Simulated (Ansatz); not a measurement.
**Sc (beta-Sn type): energy against volume**

The calculation used DFT, PBE, plane waves (420 eV) with PAW, scalar-relativistic in Ansatz 0.2.0.

The cell is scaled uniformly from the relaxed one, with fractional coordinates and shape fixed. Energies are extrapolated to zero smearing, pressures are those at the given smearing. Because the bonds are stretched with the cell, B₀ of this curve lies above the true bulk modulus of such a structure. Magnetic state: spin not included.

A Birch-Murnaghan fit gives V₀ = 24.71 Å³/atom, B₀ = 45 GPa, B₀′ = 3.2.

Q: What are the energy above the minimum and the pressure at 21.817 Å³/atom?

A: 56.6 meV/atom and 7.01 GPa as computed.

Q: What are the energy above the minimum and the pressure at 23.800 Å³/atom?

A: 4.9 meV/atom and 1.95 GPa as computed.

Q: What are the energy above the minimum and the pressure at 25.784 Å³/atom?

A: 6.3 meV/atom and -1.65 GPa as computed.
